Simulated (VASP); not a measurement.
Set up this calculation in VASP 6.6.1, as the native input.

- Task: single point
- Functional: LDA
- Potentials or basis: VASP PAW LDA potentials, release 64 (Be)
- Cutoff: 520 eV
- k mesh: 13 × 13 × 13
- Occupations: fermi-dirac, width 0.1 eV
- Spin: no spin polarisation
- Dipole correction: no
- Further INCAR settings: ALGO = Fast; EDIFF = 1e-07; NBANDS = 9

The structure of Be lies in POSCAR:

```
Be
1.0
    0.0000000000      2.4754914232      2.4754914232
    2.4754914232      0.0000000000      2.4754914232
    2.4754914232      2.4754914232      0.0000000000
Be
2
Direct
    0.1250000000      0.1250000000      0.1250000000
    0.8750000000      0.8750000000      0.8750000000
```

This isn't the form of Be at room conditions, which is hcp.

The input as run:

INCAR

```
PREC = Accurate ; ENCUT = 520
EDIFF = 1E-7 ; ISMEAR = -1
SIGMA = 0.1 ; LREAL = F
LASPH = T ; NELM = 80
ALGO = Fast ; ISIF = 2
LWAVE = F ; LCHARG = F
GGA = CA ; NBANDS = 9
```

KPOINTS

```
Automatic mesh
0
Gamma
  13 13 13
```

Potentials or basis: VASP PAW LDA potentials, release 64 (Be).

The run is started by

```console
$ cat potpaw_LDA.64/Be/POTCAR > POTCAR
$ mpirun -np 1 vasp_std > vasp.out
```

Results of the run:

The pressure is -3.1 GPa and the band gap on the k mesh is none (metal or under the smearing width).

It took 9.2 s on 1 thread of Intel(R) Xeon(R) 6975P-C (Granite Rapids), on a shared host, peak memory 0.13 GiB.
